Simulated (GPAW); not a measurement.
InAs: single point with LDA

**The experiment to reproduce.**

From a printed reference work, data compilation, for a bulk crystal of InAs at 4.2 K: band gap 0.418 eV (direct).

Crystal: InAs.

```
In As
1.0
     0.00000    3.01800    3.01800
     3.01800    0.00000    3.01800
     3.01800    3.01800    0.00000
In As
1 1
Cartesian
  0.0000 0.0000 0.0000
  4.5270 4.5270 4.5270
```

```
Program             : GPAW 26.7.0
Task                : single point
Functional          : LDA
Potentials or basis : the program's PAW data sets (release 1.2.1) made for this functional
Cutoff              : 450 eV
Basis               : pw
k mesh              : 6 × 6 × 6
Occupations         : fermi-dirac, width 0.05 eV
Spin                : no spin polarisation
```

The pressure is -1.5 GPa and the band gap on the k mesh is none (metal or under the smearing width).

Levels at points of the mesh, in eV from the Fermi level:
```
           k point  band 5  band 6  band 7  band 8  band 9  band 10  band 11  band 12  band 13  band 14
(0.00, 0.00, 0.00)  -14.17  -12.01   -0.44   -0.04   -0.04    -0.04     3.77     3.77     3.77     7.27
(0.50, 0.50, 0.00)  -14.14   -9.95   -5.99   -2.41   -2.41     1.37     1.92     8.99     9.13     9.13
(0.50, 0.50, 0.50)  -14.16  -10.50   -5.92   -1.05   -1.05     0.76     4.57     4.57     6.67     8.84
```

Run time: 12 s on 1 thread of Arm Neoverse N1, on a shared host, peak memory 0.14 GiB.

A measured gap of InAs is 0.418 eV (direct; 4.2 K; a printed reference work, data compilation); the calculated 0.00 eV misses it by -0.42 eV. Spin-orbit coupling on As, In is left out. The value is that of LDA on a finite k mesh, which can miss the band edges, without temperature or zero-point motion. Semilocal functionals fall short of measured gaps as a rule.

Caveat: the cutoff is short for stress and forces, so pressures can be off by a GPa or more; this crystal is a semiconductor, whose small gap the functional closes, so the metal is an error of the method.
